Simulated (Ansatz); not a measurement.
Born–Oppenheimer molecular dynamics of a periodic cell of 33 atoms, Al32P (host Al, host structure fcc, interstitial P). It goes on from the last frame of an earlier run, with new velocities.

Method: DFT PBE, scalar-relativistic, plane waves, PAW in Ansatz 0.2.0. Settings: accuracy low, PAW set soft_1, cutoff 420 eV, k mesh 2x2x2, fermi-dirac smearing 0.1 eV, no spin polarisation.

```
ensemble        : NVT, Langevin thermostat
time step       : 2 fs
steps asked     : 260
set temperature : 1680 K
friction        : 0.005 /fs
seed            : 497111
```

First frame:

```xyz
33
Lattice="8.1000 0.0000 0.0000 0.0000 8.1000 0.0000 0.0000 0.0000 8.1000" Properties=species:S:1:pos:R:3
Al 3.829 -0.017 -0.104
Al 6.193 1.939 0.009
Al 5.959 0.158 1.750
Al -0.085 0.046 0.157
Al 2.263 2.136 -0.172
Al 4.245 3.789 -0.490
Al 6.426 6.029 0.007
Al 1.840 0.446 2.363
Al 4.230 2.004 2.023
Al 6.240 4.048 1.693
Al 3.968 -0.037 4.105
Al 6.145 1.873 4.016
Al 5.846 -0.182 6.399
Al 0.080 3.938 0.027
Al 2.038 6.026 0.277
Al -0.387 1.900 2.190
Al 1.111 3.885 2.206
Al 4.012 6.398 1.872
Al -0.094 -0.103 4.147
Al 1.942 2.430 4.229
Al 4.261 4.188 3.984
Al 5.981 6.262 4.416
Al 1.942 -0.058 6.113
Al 3.935 1.907 5.923
Al 6.316 3.739 6.208
Al -0.129 6.258 2.271
Al -0.136 4.281 4.419
Al 2.024 6.175 4.341
Al -0.291 1.817 6.177
Al 1.881 4.374 6.258
Al 3.932 6.051 6.345
Al -0.135 6.283 6.247
P 3.255 4.215 1.529
```

(1) What does the run give?

(2) What happens to the structure?

(3) How do temperature and energy run in time?

## Answers

(1) All steps were run.

* steps done: 260
* time covered: 520 fs
* mean temperature over the second half: 1448 K
* spread of the potential energy over the second half: 19.2 meV per atom
* mean potential energy of the second half above the start: 46.8 meV per atom

The mean temperature of the second half is 14 % below the set value. A run of 0.52 ps of so small a system gives no equilibrium averages. Limits of this set-up: coarse k mesh, odd electron count without spin, a small cell, in which the defect meets its images, low accuracy level.

(2) Mean squared displacements from the first frame to the last, about the centre of mass: Al 0.33 Å², P 1.81 Å². Another seed would give other details.

(3) 
```tsv
time (fs)	T (K)	potential energy less start (eV)
0	1629	0.000
42	1276	1.907
84	1330	1.795
126	1542	1.544
168	1531	1.108
210	1164	2.866
252	1699	0.129
294	1714	0.008
336	1402	1.963
378	1305	1.612
420	1432	1.737
462	1401	2.038
504	1262	2.126
```

The run took 37 min on 2 threads of Arm Neoverse V1, on a shared host, peak memory 1.2 GiB.
